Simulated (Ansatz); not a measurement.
**Straining Hf₂S**

Method: Ansatz 0.2.0, DFT r2SCAN, scalar-relativistic, plane waves, PAW. Run with 500 eV cutoff, 12×12×4 k-mesh, Gaussian smearing of 0.10 eV, no spin polarisation.

Reference structure (relaxed):

```xyz
6
Lattice="3.3814 0.0000 0.0000 -1.6907 2.9284 0.0000 0.0000 0.0000 11.7410" Properties=species:S:1:pos:R:3 pbc="T T T"
Hf    1.6907    0.9761   10.5637
Hf    0.0000    1.9523    4.6932
Hf    1.6907    0.9761    7.0477
Hf    0.0000    1.9523    1.1773
S     0.0000    0.0000    8.8057
S     0.0000    0.0000    2.9352
```

Deformation: biaxial strain in the a-b plane, with the length and tilt of c and the atoms relaxed, all within the symmetry that the strain leaves. Energies are extrapolated to zero smearing. Stress is positive in compression, on the Cartesian axes of the cell above.

Spin–orbit coupling is left out, which can shift energies with elements as heavy as these.

```tsv
strain (%)	ΔE (meV/atom)	a (Å)	b (Å)	c (Å)	σxx (GPa)	σyy (GPa)	σzz (GPa)
-3.0	?	3.280	3.280	?	?	?	?
-1.5	?	3.331	3.331	?	?	?	?
+0.0	0.0	3.381	3.381	11.741	0.00	0.00	0.00
+1.5	6.3	3.432	3.432	11.634	-3.58	-3.58	0.01
+3.0	25.4	3.483	3.483	11.535	-6.85	-6.85	0.00
```

**Question.** Fill in the row at -3.0 %.

**Answer.** ΔE 27.9 meV/atom; c 11.980 Å; σxx 7.99 GPa; σyy 7.99 GPa; σzz 0.01 GPa.

**Question.** Fill in the row at -1.5 %.

**Answer.** ΔE 7.0 meV/atom; c 11.860 Å; σxx 3.79 GPa; σyy 3.79 GPa; σzz 0.00 GPa.